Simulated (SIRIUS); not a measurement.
Runs of SIRIUS 7.12.0 on Ni. The structure is cubic, space group Fm-3m (No. 225). Conventional cell: a = 3.475 Å, b = 3.475 Å, c = 3.475 Å, α = 90.00°, β = 90.00°, γ = 90.00°. Ni (site symmetry m-3m) has 12 Ni at 2.46 Å as nearest neighbours. 

```csv
level,V0 of scaled cells (Å³/atom),B0 (GPa)
PBE,10.87,192
PBE+D3(BJ),10.50,(c)
PBE+D3,10.49,(a)
PBE+D4,10.54,(b)
```

Alike in all rows: task equation of state; potentials or basis all-electron FP-LAPW, apw+lo standard; spin collinear, ferromagnetic start; cell as given; k mesh 13 × 13 × 13; cutoff (eV) 210; smearing fermi-dirac 0.05 eV.

Question: Fill in the values left out.

Answer: (a) 217; (b) 219; (c) 220.
